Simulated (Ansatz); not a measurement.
# Tantalum, simple cubic under r²SCAN: from relaxation to bulk modulus

What does r²SCAN give for tantalum in the simple cubic structure? We relax it, solve it on a dense k-mesh, switch on spin-orbit coupling, then scale the cell to 7 volumes from 88 to 112 % of the relaxed one and try a fit of the equation of state. The k-meshes are 12×12×12 for the relaxation; 19×19×19 for the dense run; 12×12×12 for spin-orbit coupling; 13×13×13 for the volumes.

This is Ta in the simple cubic structure; at room conditions it is bcc.

Method: DFT r2SCAN, plane waves (500 eV) with PAW, scalar-relativistic; PAW files made under PBE, frozen cores solved again for the functional, in Ansatz 0.2.0.

## 1. The structure to begin with

The structure is cubic, space group Pm-3m (No. 221). Conventional cell: a = 2.692 Å, b = 2.692 Å, c = 2.692 Å, α = 90.00°, β = 90.00°, γ = 90.00°. Around Ta (site symmetry m-3m) lie 6 Ta at 2.69 Å.

Structure file:

```cif
data_structure
_symmetry_space_group_name_H-M 'P 1'
_symmetry_Int_Tables_number 1
_cell_length_a 2.6920
_cell_length_b 2.6920
_cell_length_c 2.6920
_cell_angle_alpha 90.000
_cell_angle_beta 90.000
_cell_angle_gamma 90.000
_cell_volume 19.51
loop_
_atom_site_label
_atom_site_type_symbol
_atom_site_fract_x
_atom_site_fract_y
_atom_site_fract_z
_atom_site_occupancy
Ta1 Ta 0.00000 0.00000 0.00000 1
```

## 2. Geometry optimisation

input.yaml

```yaml
crystal:
  lattice:
    - [2.6919965271, 0.0, 0.0]
    - [0.0, 2.6919965271, 0.0]
    - [0.0, 0.0, 2.6919965271]
  atoms:
    - { symbol: Ta, position: [0.0, 0.0, 0.0] }
hamiltonian:
  xc: r2scan
  pseudopotentials:
    kind: paw
    azcp:
      Ta: "pseudopotentials/Ta.paw.azcp"
basis:
  ecutwfc: 500
  fft_grid_basis: typed
kpoints:
  mp_grid: { grid: [12, 12, 12], shift: [0, 0, 0] }
magnetization:
  spin_polarized: false
scf:
  occupations: { method: fermi_dirac, width: 0.1 }
relax:
  max_steps: 60
  f_tol: 0.01
  cell: {}
output:
  write_density: true
  write_potential: true
  elf: true
  volumetric_format: npy
```

The run is started by

```bash
> ansatz run input.yaml --threads 1 --pin off --max-ram 3584MiB --backend cpu --events-out ev --progress --plain --runs-dir out
```

The program printed:

```text
Engine: ansatz 0.2.0, x86_64-unknown-linux-gnu
Pseudopotentials: kind: paw
Pseudopotential: Ta, paw, valence charge 13, recommended cutoff 500 eV (meta_gga), <dir>
Functional definition: r2SCAN
  parameter k0 = 0.174
  parameter k1 = 0.065
  parameter a1 = 4.9479
  exchange = r2scan_x(k0 = k0, k1 = k1, a1 = a1)
  correlation = r2scan_c
Crystal: 1 atoms, lattice volume = 19.508 Å³
Basis set: ecut = 500 eV, 485 PW (Γ), exchange–correlation on 80×80×80 points (64 copies of the dense FFT grid, shifted against one another)
Bands: 11, of which v1, the nominal top of the filled ones, is band 7 counted from 1 (6 counted from 0)
Symmetry: 48 space group operations
Space group: Pm-3m (ITA 221), of the structure as read, at distance tolerance 2.7e-5 Å
k-points: 84 of 1728
Non-local potential: Ta, projectors of the file, l = 0: 3, l = 1: 2, l = 2: 2, l = 3: 1
PAW form: soft (Blöchl's): semilocal exchange-correlation on the pseudo side does not see the compensation charge
PAW frozen core: Ta, regenerated for the run's functional (the file was generated under x = pbe(κ = 0.804, μ = 0.2195149727645171), c = pbe(β = 0.06672455060314922))
PAW one-centre angular grid: Ta, 590 points (default); XC on 160 Gauss nodes
Initial density: superposition of atomic densities (neutral atoms: chi_scale 0, normalization atom), corrected by the library's trained network
Initial wavefunctions: pseudopotential atomic-orbital guess
Functional: x = r2scan, c = r2scan; τ floored in thin density (d = 2e-4 eV/Å³)
SCF iter   1: F=—  HF=-9943.117537 eV  |F-HF|=—  |Δ(HF+E_count)|=         —  Δρ=9.46e-3  dr2=8.27e-3  dr2_τ=1.60e-2  ethr=1.77e-3  ⟨swp⟩=5.3  Hψ=5730  notcnv=0
preconditioner: auto → none  [metal: Δε(μ)=0.009 eV  Ē_g=8.035 eV  σ=0.100 eV  W_gap=0.02  n_scr=6 (ndim 8)  ℏωp=18.8 eV  f_vac=0.000  D(μ)=0.64/eV (n_scr^D=6)  sad-step TF]
SCF iter   2: F=—  HF=-9943.140141 eV  |F-HF|=—  |Δ(HF+E_count)|=   2.26e-2  Δρ=6.26e-3  dr2=3.53e-3  dr2_τ=2.21e-4  ethr=6.36e-5  ⟨swp⟩=2.3  Hψ=2113  notcnv=0
SCF iter   3: F=—  HF=-9943.141028 eV  |F-HF|=—  |Δ(HF+E_count)|=   8.87e-4  Δρ=9.00e-4  dr2=4.59e-5  dr2_τ=2.11e-5  ethr=2.72e-5  ⟨swp⟩=2.0  Hψ=1155  notcnv=0
SCF iter   4: F=—  HF=-9943.141084 eV  |F-HF|=—  |Δ(HF+E_count)|=   5.55e-5  Δρ=2.06e-4  dr2=2.87e-6  dr2_τ=3.66e-7  ethr=3.53e-7  ⟨swp⟩=2.2  Hψ=1296  notcnv=0
iter 5 did not close the SCF: its close was put off for the readings that it lacked (scf_convergence_deferred on its scf_iter line)
SCF iter   5: F=-9943.141086 eV  HF=-9943.141086 eV  |F-HF|=8.58e-9  |Δ(HF+E_count)|=   1.79e-6  Δρ=8.22e-6  dr2=1.13e-8  dr2_τ=5.83e-9  ethr=2.21e-8  ⟨swp⟩=2.5  Hψ=1345  notcnv=0
SCF iter   6: F=-9943.141086 eV  HF=-9943.141086 eV  |F-HF|=2.02e-10  |Δ(HF+E_count)|=   1.30e-8  Δρ=2.04e-6  dr2=5.64e-10  dr2_τ=3.49e-10  ethr=8.71e-11  ⟨swp⟩=5.5  Hψ=4670  notcnv=0
SCF 1 converged in 6 iterations: F = -9943.141086 eV  dr2 = 5.64e-10
relax step   1: F+E_penalty+E_count = -9943.14108554 eV  Δ(F+E_penalty+E_count) = +0.000e0 eV  max|allowed force component| = 0.000e0 eV/Å  Δτ_max = 0.0000 Å  P = +5.853 GPa  Ω = 19.508 Å³  (6 SCF iters, dr2 threshold 1.00e-7 eV, accepted)
Crystal: 1 atoms, lattice volume = 21.314 Å³
Basis set: ecut = 500 eV, 515 PW (Γ), exchange–correlation on 80×80×80 points (64 copies of the dense FFT grid, shifted against one another)
Initial density: handed on by an earlier stage of this run
Initial wavefunctions: those handed on with the density
iter 1 solved again at ethr=1.49e-5 eV; its pass at ethr=3.10e-3 eV (dr2=1.93e-3 eV) is discarded
SCF iter   1: F=—  HF=-9942.982173 eV  |F-HF|=—  |Δ(HF+E_count)|=         —  Δρ=3.10e-3  dr2=1.91e-3  dr2_τ=9.16e-2  ethr=1.49e-5  ⟨swp⟩=1.2  Hψ=7335  notcnv=0
preconditioner: auto → none  [metal: Δε(μ)=0.131 eV  Ē_g=7.317 eV  σ=0.100 eV  W_gap=0.31  n_scr=6 (ndim 8)  ℏωp=18.0 eV  f_vac=0.000  D(μ)=0.72/eV (n_scr^D=6)]
SCF iter   2: F=—  HF=-9943.127770 eV  |F-HF|=—  |Δ(HF+E_count)|=   1.46e-1  Δρ=1.75e-3  dr2=4.15e-4  dr2_τ=5.30e-5  ethr=1.47e-5  ⟨swp⟩=2.0  Hψ=1848  notcnv=0
SCF iter   3: F=—  HF=-9943.128234 eV  |F-HF|=—  |Δ(HF+E_count)|=   4.64e-4  Δρ=6.04e-4  dr2=7.28e-5  dr2_τ=3.14e-5  ethr=3.20e-6  ⟨swp⟩=2.1  Hψ=1425  notcnv=0
SCF iter   4: F=—  HF=-9943.128205 eV  |F-HF|=—  |Δ(HF+E_count)|=   2.88e-5  Δρ=1.89e-4  dr2=3.04e-6  dr2_τ=4.36e-7  ethr=5.60e-7  ⟨swp⟩=2.4  Hψ=1443  notcnv=0
SCF iter   5: F=-9943.128210 eV  HF=-9943.128210 eV  |F-HF|=4.12e-8  |Δ(HF+E_count)|=   5.04e-6  Δρ=2.10e-5  dr2=4.73e-8  dr2_τ=3.99e-9  ethr=7.69e-10  ⟨swp⟩=6.7  Hψ=5448  notcnv=0
SCF 2 converged in 5 iterations: F = -9943.128210 eV  dr2 = 4.73e-8
relax step   2: F+E_penalty+E_count = -9943.12821034 eV  Δ(F+E_penalty+E_count) = +1.288e-2 eV  max|allowed force component| = 0.000e0 eV/Å  Δτ_max = 0.0000 Å  P = -7.085 GPa  Ω = 21.314 Å³  energy of the carried Pulay correction = -6.103e-4 eV  (5 SCF iters, dr2 threshold 1.00e-7 eV, rejected (line search))
Crystal: 1 atoms, lattice volume = 20.286 Å³
iter 1 solved again at ethr=5.77e-6 eV; its pass at ethr=3.10e-3 eV (dr2=7.50e-4 eV) is discarded
SCF iter   1: F=—  HF=-9943.113892 eV  |F-HF|=—  |Δ(HF+E_count)|=         —  Δρ=1.86e-3  dr2=7.64e-4  dr2_τ=2.69e-2  ethr=5.77e-6  ⟨swp⟩=2.0  Hψ=6851  notcnv=0
preconditioner: auto → none  [metal: Δε(μ)=0.136 eV  Ē_g=7.765 eV  σ=0.100 eV  W_gap=0.33  n_scr=6 (ndim 8)  ℏωp=18.4 eV  f_vac=0.000  D(μ)=0.65/eV (n_scr^D=6)]
SCF iter   2: F=—  HF=-9943.153304 eV  |F-HF|=—  |Δ(HF+E_count)|=   3.94e-2  Δρ=9.00e-4  dr2=5.86e-5  dr2_τ=3.17e-5  ethr=5.77e-6  ⟨swp⟩=2.3  Hψ=1873  notcnv=0
SCF iter   3: F=—  HF=-9943.153485 eV  |F-HF|=—  |Δ(HF+E_count)|=   1.81e-4  Δρ=4.04e-4  dr2=1.09e-5  dr2_τ=2.59e-6  ethr=4.50e-7  ⟨swp⟩=3.0  Hψ=1401  notcnv=0
SCF iter   4: F=—  HF=-9943.153513 eV  |F-HF|=—  |Δ(HF+E_count)|=   2.80e-5  Δρ=4.42e-5  dr2=2.04e-7  dr2_τ=6.85e-8  ethr=8.40e-8  ⟨swp⟩=3.0  Hψ=1446  notcnv=0
SCF iter   5: F=—  HF=-9943.153517 eV  |F-HF|=—  |Δ(HF+E_count)|=   4.01e-6  Δρ=1.94e-5  dr2=4.56e-8  dr2_τ=3.21e-9  ethr=1.57e-9  ⟨swp⟩=2.2  Hψ=1197  notcnv=0
SCF iter   6: F=—  HF=-9943.153517 eV  |F-HF|=—  |Δ(HF+E_count)|=   5.96e-8  Δρ=1.26e-6  dr2=1.15e-10  dr2_τ=2.06e-11  ethr=3.50e-10  ⟨swp⟩=2.7  Hψ=1446  notcnv=0
SCF iter   7: F=—  HF=-9943.153517 eV  |F-HF|=—  |Δ(HF+E_count)|=  1.89e-10  Δρ=4.80e-7  dr2=1.96e-11  dr2_τ=3.56e-12  ethr=1.00e-12  ⟨swp⟩=6.7  Hψ=3854  notcnv=0
SCF iter   8: F=-9943.153517 eV  HF=-9943.153517 eV  |F-HF|=7.28e-12  |Δ(HF+E_count)|=  4.00e-11  Δρ=9.22e-8  dr2=7.47e-13  dr2_τ=8.90e-14  ethr=1.00e-12  ⟨swp⟩=5.8  Hψ=3353  notcnv=0
SCF 3 converged in 8 iterations: F = -9943.153517 eV  dr2 = 7.47e-13
relax step   3: F+E_penalty+E_count = -9943.15351713 eV  Δ(F+E_penalty+E_count) = -1.243e-2 eV  max|allowed force component| = 0.000e0 eV/Å  Δτ_max = 0.0000 Å  P = -0.419 GPa  Ω = 20.286 Å³  energy of the carried Pulay correction = -2.695e-4 eV  (8 SCF iters, accepted)
Crystal: 1 atoms, lattice volume = 20.232 Å³
iter 1 solved again at ethr=2.10e-8 eV; its pass at ethr=3.10e-3 eV (dr2=2.73e-6 eV) is discarded
SCF iter   1: F=—  HF=-9943.153486 eV  |F-HF|=—  |Δ(HF+E_count)|=         —  Δρ=1.01e-4  dr2=2.22e-6  dr2_τ=8.01e-5  ethr=2.10e-8  ⟨swp⟩=2.5  Hψ=6554  notcnv=0
preconditioner: auto → none  [metal: Δε(μ)=0.132 eV  Ē_g=7.771 eV  σ=0.100 eV  W_gap=0.32  n_scr=6 (ndim 8)  ℏωp=18.5 eV  f_vac=0.000  D(μ)=0.65/eV (n_scr^D=6)]
SCF iter   2: F=—  HF=-9943.153609 eV  |F-HF|=—  |Δ(HF+E_count)|=   1.23e-4  Δρ=5.05e-5  dr2=2.17e-7  dr2_τ=7.27e-8  ethr=1.71e-8  ⟨swp⟩=2.1  Hψ=1513  notcnv=0
SCF iter   3: F=-9943.153610 eV  HF=-9943.153610 eV  |F-HF|=5.06e-8  |Δ(HF+E_count)|=   5.22e-7  Δρ=1.83e-5  dr2=2.22e-8  dr2_τ=6.93e-9  ethr=7.69e-10  ⟨swp⟩=8.7  Hψ=4722  notcnv=0
SCF 4 converged in 3 iterations: F = -9943.153610 eV  dr2 = 2.22e-8
relax step   4: F+E_penalty+E_count = -9943.15360962 eV  Δ(F+E_penalty+E_count) = -9.249e-5 eV  max|allowed force component| = 0.000e0 eV/Å  Δτ_max = 0.0000 Å  P = -0.021 GPa  Ω = 20.232 Å³  energy of the carried Pulay correction = -2.512e-4 eV  (3 SCF iters, dr2 threshold 1.00e-7 eV, accepted)
Initial wavefunctions: pseudopotential atomic-orbital guess (no wavefunctions were taken with the density)
iter 1 solved again at ethr=1.17e-8 eV; its pass at ethr=3.10e-3 eV (dr2=1.52e-6 eV) is discarded
SCF iter   1: F=—  HF=-9943.153853 eV  |F-HF|=—  |Δ(HF+E_count)|=         —  Δρ=1.48e-4  dr2=2.58e-7  dr2_τ=1.84e-6  ethr=1.17e-8  ⟨swp⟩=3.4  Hψ=8497  notcnv=0
preconditioner: auto → none  [metal: Δε(μ)=0.132 eV  Ē_g=7.769 eV  σ=0.100 eV  W_gap=0.32  n_scr=6 (ndim 8)  ℏωp=18.5 eV  f_vac=0.000  D(μ)=0.65/eV (n_scr^D=6)]
SCF iter   2: F=—  HF=-9943.153871 eV  |F-HF|=—  |Δ(HF+E_count)|=   1.83e-5  Δρ=7.39e-5  dr2=6.36e-8  dr2_τ=3.54e-7  ethr=1.98e-9  ⟨swp⟩=2.1  Hψ=1061  notcnv=0
SCF iter   3: F=—  HF=-9943.153877 eV  |F-HF|=—  |Δ(HF+E_count)|=   6.27e-6  Δρ=3.15e-6  dr2=6.28e-10  dr2_τ=6.07e-10  ethr=4.90e-10  ⟨swp⟩=3.0  Hψ=1398  notcnv=0
SCF iter   4: F=—  HF=-9943.153877 eV  |F-HF|=—  |Δ(HF+E_count)|=   3.13e-9  Δρ=6.70e-7  dr2=3.68e-11  dr2_τ=1.75e-11  ethr=4.83e-12  ⟨swp⟩=3.0  Hψ=1517  notcnv=0
SCF iter   5: F=-9943.153877 eV  HF=-9943.153877 eV  |F-HF|=5.46e-12  |Δ(HF+E_count)|=  1.20e-10  Δρ=1.44e-7  dr2=9.63e-13  dr2_τ=9.84e-13  ethr=1.00e-12  ⟨swp⟩=5.8  Hψ=3533  notcnv=0
SCF 5 converged in 5 iterations: F = -9943.153877 eV  dr2 = 9.63e-13
relax step   5: F+E_penalty+E_count = -9943.15387734 eV  Δ(F+E_penalty+E_count) = -2.677e-4 eV  max|allowed force component| = 0.000e0 eV/Å  Δτ_max = 0.0000 Å  P = -0.016 GPa  Ω = 20.232 Å³  stress off target by 1.55e-2 GPa  SCF on the basis re-selected at this cell (its energy is not comparable with the rows above)  (5 SCF iters)
basis re-selected at this cell: Δ(F+E_penalty+E_count) = -2.677e-4 eV, ΔP = +0.005 GPa vs the last step (what re-selecting the basis moved, of the pressure what is left beyond the Pulay correction that the steps carried, after the strain that the cell walked since its last selection, with what the two solves' SCF thresholds leave and, on support functions, any second-order correction that the steps lacked; it is no measure of the basis error at this ecutwfc). This SCF's stress stands 1.55e-2 GPa from its target on what of the cell is left free (relax.cell.stress_tol is 5.00e-2 GPa) and its largest allowed force component is 0.00e0 eV/Å (relax.f_tol is 1.00e-2 eV/Å): within both
SCF converged after 5 iterations
Free energy (F): -9943.153877 eV
Harris-Foulkes:  -9943.153877 eV  (|F-HF|=5.46e-12)
Internal energy: -9943.130915 eV  (E = F + TS)
E sigma→0 (E₀):  -9943.142396 eV
Entropy (-TS):   -0.022963 eV (-22.963 meV/atom)
Fermi energy:    16.196266 eV
--- Per-component energies (eV) ---
  E_band       = -148.068067
  E_kinetic    = 366.056243
  E_local      = -662.183259  (includes V_loc(G=0)·N_el)
  E_nonlocal   = 16.416874
  E_hartree    = 230.869461
  E_xc         = -203.473951
  E_vxc        = -221.043312  (∫ρ·V_xc dr)
  E_paw        = -8423.088015  (= ΣΔE_a)
  E_vpaw       = -120.446983  (= ΣTr[D̂ρ^β])
  E_aug_tail   = 0.000088  (compensation charges beyond the density's cutoff)
  E_vtau       = 11.393365  (kinetic-family band-sum trace: ∫τ·v_τ [+ j·A + Jᵃ·Aᵃ] dr)
  E_ewald      = -1266.972074
  E_core_change = -0.756280  (= ΣΔE_core)
  E_smearing   = -0.022963  (= −TS)
  E_closure    = 0.000000  (closes the sum)
  Σ components = -9943.153877   (vs F -9943.153877, Δ=0.00e0)
--- Forces (eV/Å), atoms counted from 1 ---
  atom   1  Ta    -0.00000000     0.00000000    -0.00000000
  max |Σ_I F_I| component: 2.16e-32 eV/Å
--- Stress (GPa, compression-positive) ---
       -0.015510      -0.000000      -0.000000
       -0.000000      -0.015510       0.000000
       -0.000000       0.000000      -0.015510
  P = ⅓ Tr σ = -0.0155 GPa (-0.155 kbar)
--- Band table (eV; the first three rows and the last of 84) ---
  k-point 0: bands = ["-52.9706", "-18.2376", "-18.2376", "-18.2376", "8.5122", "13.3250", "13.3250", "22.8787", "22.8787", "22.8787", "31.6009"]
  k-point 1: bands = ["-52.9638", "-18.3343", "-18.2299", "-18.2299", "8.7348", "13.3862", "13.5544", "22.4783", "22.4783", "22.9052", "30.4392"]
  k-point 2: bands = ["-52.9452", "-18.5922", "-18.2086", "-18.2086", "9.3414", "13.5583", "14.2057", "21.5545", "21.5545", "22.9783", "28.4513"]
  k-point 83: bands = ["-52.6720", "-19.2148", "-19.2148", "-19.2148", "13.8516", "13.8516", "13.8516", "24.0456", "25.5737", "25.5737", "28.3923"]
--- Relaxed structure (4 steps of the walk, 3 accepted, 1 SCFs on fresh bases) ---
  F+E_penalty+E_count = -9943.15387734 eV   max|allowed force component| = 0.000e0 eV/Å   (the final SCF, on the basis selected at the relaxed cell)
  cell:  # Å, volume = 20.2320 Å³
    - [2.724873456611608, -2.8246972517679458e-33, 5.7777898331617076e-34]
    - [-5.135813185032629e-34, 2.724873456611608, -6.419766481290786e-35]
    - [5.7777898331617076e-34, 1.2839532962581572e-34, 2.724873456611608]
  atoms:
    - { symbol: Ta, position: [0.0, 0.0, 0.0] }
```

It took 26 s on 1 thread of Intel Xeon Platinum 8259CL at 2.50GHz (Skylake/Cascade Lake), shared host; peak memory 0.52 GiB.

Relaxation path:

```tsv
step	energy change (meV/atom)	largest force (eV/Å)	pressure (GPa)	volume (Å³/atom)	accepted
1	0.00	0.0000	5.85	19.508	yes
2	12.88	0.0000	-7.08	21.314	no
3	-12.43	0.0000	-0.42	20.286	yes
4	-12.52	0.0000	-0.02	20.232	yes
5	-12.79	0.0000	-0.02	20.232	yes
```

Steps that repeat a cell are solved on a basis chosen anew, so their changes of energy are no gain of the relaxation.

Changes in the cell that was computed:

|  | before | after | change |
| --- | --- | --- | --- |
| a (Å) | 2.692 | 2.725 | +1.2 % |
| b (Å) | 2.692 | 2.725 | +1.2 % |
| c (Å) | 2.692 | 2.725 | +1.2 % |
| volume (Å³/atom) | 19.508 | 20.232 | +3.7 % |
| shortest distance (Å) | 2.692 | 2.725 | +1.2 % |
| space group (spins left aside) | Pm-3m | Pm-3m | same |

## 3. The energy on a finer k-mesh

input.yaml

```yaml
crystal:
  lattice:
    - [2.7248734566, 0.0, 0.0]
    - [0.0, 2.7248734566, 0.0]
    - [0.0, 0.0, 2.7248734566]
  atoms:
    - { symbol: Ta, position: [0.0, 0.0, 0.0] }
hamiltonian:
  xc: r2scan
  pseudopotentials:
    kind: paw
    azcp:
      Ta: "pseudopotentials/Ta.paw.azcp"
basis:
  ecutwfc: 500
  fft_grid_basis: typed
kpoints:
  mp_grid: { grid: [19, 19, 19], shift: [0, 0, 0] }
magnetization:
  spin_polarized: false
scf:
  occupations: { method: fermi_dirac, width: 0.1 }
```

The run is started by

```bash
> ansatz run input.yaml --threads 1 --pin off --max-ram 3584MiB --backend cpu --events-out ev --progress --plain --runs-dir out
```

The program printed, shortened:

```text
[...]
[... 3 set-up lines as earlier in the session ...]
[...]
Crystal: 1 atoms, lattice volume = 20.232 Å³
Basis set: ecut = 500 eV, 485 PW (Γ), exchange–correlation on 80×80×80 points (64 copies of the dense FFT grid, shifted against one another)
Bands: 11, of which v1, the nominal top of the filled ones, is band 7 counted from 1 (6 counted from 0)
[... 2 set-up lines as earlier in the session ...]
k-points: 220 of 6859
[...]
SCF iter   1: F=—  HF=-9943.112183 eV  |F-HF|=—  |Δ(HF+E_count)|=         —  Δρ=8.57e-3  dr2=6.45e-3  dr2_τ=1.46e-2  ethr=1.77e-3  ⟨swp⟩=5.2  Hψ=15066  notcnv=0
[...]
SCF iter   6: F=-9943.133298 eV  HF=-9943.133298 eV  |F-HF|=4.02e-10  |Δ(HF+E_count)|=   1.66e-8  Δρ=3.11e-6  dr2=1.31e-9  dr2_τ=5.95e-10  ethr=2.35e-10  ⟨swp⟩=1.0  Hψ=7262  notcnv=0
[...]
SCF converged after 6 iterations
Free energy (F): -9943.133298 eV
[...]
E sigma→0 (E₀):  -9943.114535 eV
Entropy (-TS):   -0.037526 eV (-37.526 meV/atom)
Fermi energy:    16.203213 eV
[...]
```

It took 10 s on 1 thread of Intel Xeon Platinum 8259CL at 2.50GHz (Skylake/Cascade Lake), shared host; peak memory 0.53 GiB.

(Part 1 of 2 ends here.)
